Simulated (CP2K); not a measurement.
## Bi: energy against volume and a worked fit

Symmetry: Im-3m, No. 229, cubic system. Conventional cell: a = 3.963 Å, b = 3.963 Å, c = 3.963 Å, α = 90.00°, β = 90.00°, γ = 90.00°. Bi (site symmetry m-3m) is surrounded by 8 Bi at 3.43 Å.

This isn't the form of Bi at room conditions, which is rhombohedral.

The cell was scaled at fixed shape and fractions and run with CP2K, POTENTIAL_UZH Bi GTH-SCAN-q5; TZVP-MOLOPT-SCAN-GTH basis; r2SCAN, k mesh 9 × 9 × 9 on the cell of 1 atom, fermi-dirac occupations of 0.0259 eV, no spin polarisation, no spin-orbit coupling. Energies are those that the program minimises, any entropy of the smearing included. For a metal such a mesh isn't converged to the digits shown.

```tsv
V (Å³/atom)	energy over the lowest row (meV/atom)
29.2499	4.30
29.8722	0.00
30.4946	0.32
31.1169	4.57
31.7393	?
32.3616	22.74
32.9839	36.21
```

**Question.** Fit the third-order Birch-Murnaghan form, give V0, B0 and B′, and predict the energy left open.

**Answer.** With y = (V0/V)^(2/3), E = E0 + (9 V0 B0/16) [(y - 1)³ B′ + (y - 1)² (6 - 4y)]. Least squares through the rows shown give V0 = 30.1428 Å³/atom, E0 = -0.34 meV, B0 = 52.55 GPa (1 eV/Å³ = 160.218 GPa) and B′ = 5.15, with a largest miss of 0.08 meV, so B0 and B′ are loose. At V = 31.7393 the form with these constants gives 12.14 meV; the run gave 12.18 meV an atom.
